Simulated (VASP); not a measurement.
# BaTiO3 (P4mm) in VASP: further runs

One crystal, BaTiO3, is run at these levels: r2SCAN; tasks: relaxation of cell and atoms.

Program: VASP 6.6.1. These are calculated values, not measurements. Logs are shortened: lines on timing, memory, paths and dates and some standing lists are left out, and cuts for length are marked.

## (1) Starting point

It takes space group P4mm (No. 99, tetragonal). Conventional cell: a = 4.000 Å, b = 4.000 Å, c = 4.018 Å, α = 90.00°, β = 90.00°, γ = 90.00°. Ba (site symmetry 4mm) is surrounded by 12 O at 2.79 to 2.88 Å. Ti (site symmetry 4mm) has 6 O at 1.89 to 2.13 Å as nearest neighbours. O (site symmetry 4mm) has 2 Ti at 1.89 to 2.13 Å as nearest neighbours. O (site symmetry 2mm) is surrounded by 2 Ti at 2.00 Å.

## (2) Relaxation of cell and atoms, r2SCAN

INCAR reads:

```
SYSTEM = BaTiO3
  PREC = Accurate
  ENCUT = 600
  EDIFF = 1E-6
  ISMEAR = 0
  SIGMA = 0.03
  LREAL = .FALSE.
  LASPH = .TRUE.
  NELM = 80
  ALGO = Normal
  ISIF = 3
  LWAVE = .FALSE.
  LCHARG = .FALSE.
  METAGGA = R2SCAN
  LMIXTAU = .TRUE.
  IBRION = 2
  NSW = 90
  EDIFFG = -0.01
  KPAR = 2
```

KPOINTS reads:

```
regular mesh
0
G
  8 8 8
  0 0 0
```

POSCAR reads:

```
BaTiO3
1.0
    3.9998000000      0.0000000000      0.0000000000
    0.0000000000      3.9998000000      0.0000000000
    0.0000000000      0.0000000000      4.0180000000
Ba Ti O
1 1 3
Direct
    0.0000000000      0.0000000000      0.0000000000
    0.5000000000      0.5000000000      0.4900000000
    0.5000000000      0.5000000000      0.0190000000
    0.5000000000      0.0000000000      0.5170000000
    0.0000000000      0.5000000000      0.5170000000
```

Potentials or basis: VASP PAW PBE potentials, release 64 (Ba_sv, Ti_sv, O).

Launch:

```
> cat potpaw_PBE.64/Ba_sv/POTCAR potpaw_PBE.64/Ti_sv/POTCAR potpaw_PBE.64/O/POTCAR > POTCAR
> mpirun -np 2 vasp_std > vasp.out
```

OUTCAR:

```text
SYSTEM = BaTiO3
   PREC = Accurate
   ENCUT = 600
   EDIFF = 1E-6
   ISMEAR = 0
   LREAL = .FALSE.
   LASPH = .TRUE.
   NELM = 80
   ISIF = 3
   METAGGA = R2SCAN
   IBRION = 2
   NSW = 90
   EDIFFG = -0.01

 ion  position               nearest neighbor table
   1  0.000  0.000  0.000-   4 2.79   5 2.79   5 2.79   4 2.79   3 2.83   3 2.83   3 2.83   3 2.83
                             4 2.88   5 2.88   5 2.88   4 2.88   2 3.45   2 3.45   2 3.45   2 3.45
   2  0.500  0.500  0.490-   3 1.89   4 2.00   5 2.00   4 2.00   5 2.00   3 2.13   1 3.45   1 3.45
                             1 3.45   1 3.45   1 3.49   1 3.49   1 3.49   1 3.49
   3  0.500  0.500  0.019-   2 1.89   2 2.13   1 2.83   1 2.83   1 2.83   1 2.83
   4  0.500  0.000  0.517-   2 2.00   2 2.00   1 2.79   1 2.79   1 2.88   1 2.88
   5  0.000  0.500  0.517-   2 2.00   2 2.00   1 2.79   1 2.79   1 2.88   1 2.88

  LATTYP: Found a simple tetragonal cell.
 ALAT       =     3.9998000000
 C/A-ratio  =     1.0045502275

  Lattice vectors:

 A1 = (   3.9998000000,   0.0000000000,   0.0000000000)
 A2 = (   0.0000000000,   3.9998000000,   0.0000000000)
 A3 = (   0.0000000000,   0.0000000000,   4.0180000000)

Analysis of symmetry for initial positions (statically):
=====================================================================
 Subroutine PRICEL returns:
 Original cell was already a primitive cell.

 Routine SETGRP: Setting up the symmetry group for a
 simple tetragonal supercell.

 Subroutine GETGRP returns: Found  8 space group operations
 (whereof  8 operations were pure point group operations)
 out of a pool of 16 trial point group operations.

The static configuration has the point symmetry C_4v.

Analysis of symmetry for dynamics (positions and initial velocities):
=====================================================================
 Subroutine PRICEL returns:
 Original cell was already a primitive cell.

 Routine SETGRP: Setting up the symmetry group for a
 simple tetragonal supercell.

 Subroutine GETGRP returns: Found  8 space group operations
 (whereof  8 operations were pure point group operations)
 out of a pool of 16 trial point group operations.

The dynamic configuration has the point symmetry C_4v.

 Subroutine INISYM returns: Found  8 space group operations
 (whereof  8 operations are pure point group operations),
 and found     1 'primitive' translations

----------------------------------------------------------------------------------------

                                     Primitive cell

  volume of cell :      64.2816

  direct lattice vectors                    reciprocal lattice vectors
     3.999800000  0.000000000  0.000000000     0.250012501  0.000000000  0.000000000
     0.000000000  3.999800000  0.000000000     0.000000000  0.250012501  0.000000000
     0.000000000  0.000000000  4.018000000     0.000000000  0.000000000  0.248880040

  length of vectors
     3.999800000  3.999800000  4.018000000     0.250012501  0.250012501  0.248880040

  position of ions in fractional coordinates (direct lattice)
     0.000000000  0.000000000  0.000000000
     0.500000000  0.500000000  0.490000000
     0.500000000  0.500000000  0.019000000
     0.500000000  0.000000000  0.517000000
     0.000000000  0.500000000  0.517000000

  ion indices of the primitive-cell ions
   primitive index   ion index
                 1           1
                 2           2
                 3           3
                 4           4
                 5           5

----------------------------------------------------------------------------------------

 KPOINTS: regular mesh

Automatic generation of k-mesh.
 Grid dimensions read from file:
 generate k-points for:    8    8    8

 Generating k-lattice:

  Cartesian coordinates                     Fractional coordinates (reciprocal lattice)
     0.031251563  0.000000000  0.000000000     0.125000000  0.000000000  0.000000000
     0.000000000  0.031251563  0.000000000     0.000000000  0.125000000  0.000000000
     0.000000000  0.000000000  0.031110005     0.000000000  0.000000000  0.125000000

  Length of vectors
     0.031251563  0.031251563  0.031110005

  Shift w.r.t. Gamma in fractional coordinates (k-lattice)
     0.000000000  0.000000000  0.000000000

 Subroutine IBZKPT returns following result:
 ===========================================

 Found     75 irreducible k-points:

 Following reciprocal coordinates:
            Coordinates               Weight
  0.000000  0.000000  0.000000      1.000000
  0.125000  0.000000  0.000000      4.000000
  0.250000  0.000000  0.000000      4.000000
  0.375000  0.000000  0.000000      4.000000
  0.500000  0.000000  0.000000      2.000000
  0.125000  0.125000  0.000000      4.000000
[... 16 lines left out ...]
  0.375000  0.125000  0.125000     16.000000
  0.500000  0.125000  0.125000      8.000000
 [... further k-points ...]
   k-points           NKPTS =     75   k-points in BZ     NKDIM =     75   number of bands    NBANDS=     24
   number of dos      NEDOS =    301   number of ions     NIONS =      5
   total plane-waves  NPLWV =  32768
   dimension x,y,z NGX =    32 NGY =   32 NGZ =   32
   dimension x,y,z NGXF=    64 NGYF=   64 NGZF=   64
   ions per type =               1   1   3
   NGX,Y,Z   is equivalent  to a cutoff of  13.30, 13.30, 13.24 a.u.
   NGXF,Y,Z  is equivalent  to a cutoff of  26.60, 26.60, 26.48 a.u.
 SYSTEM =  BaTiO3
   PREC   = accura    normal or accurate (medium, high low for compatibility)
   ISTART =      0    job   : 0-new  1-cont  2-samecut
   ICHARG =      2    charge: 1-file 2-atom 10-const
   ISPIN  =      1    spin polarized calculation?
   LNONCOLLINEAR =      F non collinear calculations
   LSORBIT =      F    spin-orbit coupling
   LASPH  =      T    aspherical Exc in radial PAW
   ENCUT  =  600.0 eV  44.10 Ry    6.64 a.u.   7.99  7.99  8.02*2*pi/ulx,y,z
   NELM   =     80;   NELMIN=  2; NELMDL= -5     # of ELM steps
   EDIFF  = 0.1E-05   stopping-criterion for ELM
   LREAL  =      F    real-space projection
   EDIFFG = -.1E-01   stopping-criterion for IOM
   NSW    =     90    number of steps for IOM
   IBRION =      2    ionic relax: 0-MD 1-quasi-New 2-CG
   NFREE  =      1    steps in history (QN), initial steepest desc. (CG)
   ISIF   =      3    stress and relaxation
   ISYM   =      2    0-nonsym 1-usesym 2-fastsym
   POTIM  = 0.5000    time-step for ionic-motion
   TEBEG  =    0.0;   TEEND  =   0.0 temperature during run
   PSTRESS=    0.0 pullay stress
   NELECT =      40.0000    total number of electrons
   NUPDOWN=      -1.0000    fix difference up-down
   EMIN   =  10.00;   EMAX   =-10.00  energy-range for DOS
   EFERMI =   0.00;   METHOD = LEGACY
   ISMEAR =     0;   SIGMA  =   0.03  broadening in eV -4-tet -1-fermi 0-gaus
   EFERMI_NEDOS =   21; number of points for ismear=-14 and -15
   IALGO  =     38    algorithm
   IMIX   =      4    mixing-type and parameters
     AMIX     =   0.40;   BMIX     =  1.00
     AMIX_MAG =   1.60;   BMIX_MAG =  1.00
  volume/ion in A,a.u.               =      12.86        86.76
  Fermi-wavevector in a.u.,A,eV,Ry     =   1.397653  2.641181 26.578078  1.953434
  Thomas-Fermi vector in A             =   2.520888
   LORBIT       =      0    0 simple, 1 ext, 2 COOP (PROOUT), +10 PAW based schemes
   METAGGA = R2SCAN    functional components
   LHFCALC =     F    Hartree Fock is set to
   AEXX    =    0.0000 exact exchange contribution
   IVDW    =     0    specifies the selected vdW correction
   LEPSILON=     F    determine dielectric tensor
   LRPA    =     F    only Hartree local field effects (RPA)
 conjugate gradient relaxation of ions
 non-spin polarized calculation
 Gauss-broadening in eV      SIGMA  =   0.03
  energy-cutoff  :      600.00
  volume of cell :       64.28
 maximum number of plane-waves:      2176
 NGX is ok and might be reduce to    32
   NGX = 15   NGY = 15   NGZ = 17

--------------------------------------- Ionic step        1  -------------------------------------------

 number of electron      39.9999999 magnetization

 Free energy of the ion-electron system (eV)
  ---------------------------------------------------
  ext. energy  EPLUGINS =         0.00000000
  ---------------------------------------------------
  free energy    TOTEN  =       -74.25278669 eV

  energy without entropy =      -74.25278669  energy(sigma->0) =      -74.25278669

------------------------ aborting loop because EDIFF is reached ----------------------------------------

  FORCE on cell =-STRESS in cart. coord.  units (eV):
  Direction    XX          YY          ZZ          XY          YZ          ZX
  --------------------------------------------------------------------------------------
  -------------------------------------------------------------------------------------
  Total        0.2672985      0.2672985      0.6437133      0.0000000      0.0000000      0.0000000
  in kB        6.6622464      6.6622464     16.0441462      0.0000000      0.0000000      0.0000000
  external PRESSURE =       9.7895464 kB  Pullay stress =       0.0000000 kB
[... 98 lines left out ...]
  FREE ENERGIE OF THE ION-ELECTRON SYSTEM (eV)
  ---------------------------------------------------
  free  energy   TOTEN  =       -74.2607555206 eV

  energy  without entropy=      -74.2607555206  energy(sigma->0) =      -74.26075552

[... ionic steps 4 to 11 ...]

--------------------------------------- Ionic step       12  -------------------------------------------

 number of electron      39.9999998 magnetization

------------------------ aborting loop because EDIFF is reached ----------------------------------------

  FORCE on cell =-STRESS in cart. coord.  units (eV):
  Direction    XX          YY          ZZ          XY          YZ          ZX
  --------------------------------------------------------------------------------------
  -------------------------------------------------------------------------------------
  Total       -0.0083265     -0.0083265      0.1106484      0.0000000      0.0000000      0.0000000
  in kB       -0.2039392     -0.2039392      2.7100787      0.0000000      0.0000000      0.0000000
  external PRESSURE =       0.7674001 kB  Pullay stress =       0.0000000 kB
[... 63 lines left out ...]
  energy  without entropy=      -74.2706996261  energy(sigma->0) =      -74.27069963

--------------------------------------- Ionic step       14  -------------------------------------------

 number of electron      39.9999998 magnetization

 Free energy of the ion-electron system (eV)
  ---------------------------------------------------
  ext. energy  EPLUGINS =         0.00000000
  ---------------------------------------------------
  free energy    TOTEN  =       -74.27072314 eV

  energy without entropy =      -74.27072314  energy(sigma->0) =      -74.27072314

 E-fermi :   3.8005     XC(G=0): -11.7880

 val. band max:        3.5212488860   @ k =   0.5000   0.5000   0.5000
 cond. band min:       5.7017054882   @ k =   0.0000   0.0000   0.0000
 fundamental gap:      2.1804566021
 Fermi energy:         3.8005409497

 k-point     1 :       0.0000    0.0000    0.0000
  band No.  band energies     occupation
      1     -55.3317      2.00000
      2     -30.5811      2.00000
      3     -30.4816      2.00000
      4     -30.4816      2.00000
      5     -22.1870      2.00000
      6     -14.4405      2.00000
[... 637 lines left out ...]
     23       7.4663      0.00000
     24       8.4537      0.00000

 [... further k-points ...]
[... 5 lines left out ...]
  --------------------------------------------------------------------------------------
  -------------------------------------------------------------------------------------
  Total        0.0016549      0.0016549      0.0132369      0.0000000      0.0000000      0.0000000
  in kB        0.0405279      0.0405279      0.3241764      0.0000000      0.0000000      0.0000000
  external PRESSURE =       0.1350774 kB  Pullay stress =       0.0000000 kB
[... 20 lines left out ...]
  FREE ENERGIE OF THE ION-ELECTRON SYSTEM (eV)
  ---------------------------------------------------
  free  energy   TOTEN  =       -74.2707231379 eV

  energy  without entropy=      -74.2707231379  energy(sigma->0) =      -74.27072314

 reached required accuracy - stopping structural energy minimisation
```

Run time: 19 min. Hardware: 2 MPI ranks of Intel Xeon Platinum 8259CL at 2.50GHz (Skylake/Cascade Lake), shared host; peak memory 0.3 GiB.

What came out:

```
Free energy                            : -74.2707 eV
Relaxed volume                         : 13.08 Å³/atom
Relaxed cell                           : a = 3.987 Å, b = 3.987 Å, c = 4.115 Å, α = 90.00°, β = 90.00°, γ = 90.00°
Space group after relaxing (to 0.05 Å) : P4mm (No. 99)
Energy gained by relaxing              : 3.6 meV/atom
Ionic steps                            : 14
Pressure after relaxing                : 0.0 GPa
Band gap on the k mesh                 : 2.18 eV, indirect (least direct gap 2.66 eV)
```

Forces in eV/Å, atoms in the order of the input:
```
Ba   0.000  0.000  0.003
Ti   0.000  0.000  0.000
O    0.000  0.000  0.002
O    0.000  0.000 -0.003
O    0.000  0.000 -0.003
```

The path:
```
step  energy change (eV)  largest force (eV/Å)  pressure (GPa)  volume (Å³)
   1              0.0000                0.3061            0.98        64.28
   2             -0.0077                0.2206           -0.66        65.01
   3             -0.0080                0.2031           -1.04        65.18
   4             -0.0126                0.1118            0.05        64.97
   5             -0.0127                0.0963            0.23        64.93
   6             -0.0145                0.0767            0.21        65.02
   7             -0.0164                0.0971            0.19        65.19
   8             -0.0165                0.1094            0.21        65.24
   9             -0.0174                0.0721           -0.30        65.49
  10             -0.0174                0.0648           -0.36        65.54
  11             -0.0178                0.0570            0.19        65.38
  12             -0.0178                0.0494            0.08        65.41
  13             -0.0179                0.0173            0.00        65.42
  14             -0.0179                0.0029            0.01        65.42
```

Final structure:
```cif
data_structure
_symmetry_space_group_name_H-M 'P 1'
_symmetry_Int_Tables_number 1
_cell_length_a 3.9873
_cell_length_b 3.9873
_cell_length_c 4.1150
_cell_angle_alpha 90.000
_cell_angle_beta 90.000
_cell_angle_gamma 90.000
_cell_volume 65.42
loop_
_atom_site_label
_atom_site_type_symbol
_atom_site_fract_x
_atom_site_fract_y
_atom_site_fract_z
_atom_site_occupancy
Ba1 Ba 0.00000 0.00000 0.99717 1
Ti1 Ti 0.50000 0.50000 0.47920 1
O1 O 0.50000 0.50000 0.03310 1
O2 O 0.50000 0.00000 0.51676 1
O3 O 0.00000 0.50000 0.51676 1
```

Caveat: the PAW data sets were made with another functional, which shifts forces and pressure a little; spin-orbit coupling is left out, which moves the levels of the heavy elements.

(Continued in part 2 of 2.)
